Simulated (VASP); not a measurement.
Write the native input for VASP 6.6.1 that does the following.

* Task: band structure
* Functional: PBEsol
* Potentials or basis: VASP PAW PBE potentials, release 64 (Mg, O)
* Cutoff: 520 eV
* k mesh: 12 × 12 × 12
* Occupations: gaussian, width 0.03 eV
* Spin: no spin polarisation
* Further INCAR settings: ALGO = Fast; EDIFF = 1e-06; NBANDS = 11

The structure of MgO lies in POSCAR:

```
MgO                                     
1.0
    0.0000000000      2.1039232588      2.1039232588
    2.1039232588      0.0000000000      2.1039232588
    2.1039232588      2.1039232588      0.0000000000
  Mg              O             
     1     1
Direct
     0.0000000000000000    0.0000000000000000    0.0000000000000000
     0.5000000000000000    0.5000000000000000    0.5000000000000000
```

One way to write it, as run:

INCAR

```
SYSTEM = MgO
PREC = Accurate
ENCUT = 520
EDIFF = 1E-6
ISMEAR = 0
SIGMA = 0.03
LREAL = .FALSE.
LASPH = .TRUE.
NELM = 80
ALGO = Fast
ISIF = 2
LWAVE = .FALSE.
LCHARG = .FALSE.
GGA = PS
NBANDS = 11
ICORELEVEL = 1
```

KPOINTS

```
Automatic mesh
0
G
  12 12 12
  0 0 0
```

KPOINTS_OPT

```
explicit points
159
Reciprocal
 0.0000000000  0.0000000000  0.0000000000 1
 0.0357142857  0.0000000000  0.0357142857 1
 0.0714285714  0.0000000000  0.0714285714 1
 0.1071428571  0.0000000000  0.1071428571 1
 0.1428571429  0.0000000000  0.1428571429 1
 0.1785714286  0.0000000000  0.1785714286 1
[... 151 lines left out ...]
 0.4250000000  0.0000000000  0.4250000000 1
 0.4500000000  0.0000000000  0.4500000000 1
```

Potentials or basis: VASP PAW PBE potentials, release 64 (Mg, O).

Launch:

```sh
$ cat potpaw_PBE.64/Mg/POTCAR potpaw_PBE.64/O/POTCAR > POTCAR
$ mpirun -np 1 vasp_std > vasp.out
```

It gave:

The pressure is 0.2 GPa and the band gap on the k mesh is 4.66 eV, direct. The band gap along the path is 4.66 eV, direct.

Caveat: the PAW data sets were made with another functional, which shifts forces and pressure a little.

Wall time 23 s on 1 thread of Intel(R) Xeon(R) Platinum 8259CL CPU @ 2.50GHz (Skylake/Cascade Lake) (shared host), peak memory 0.16 GiB.
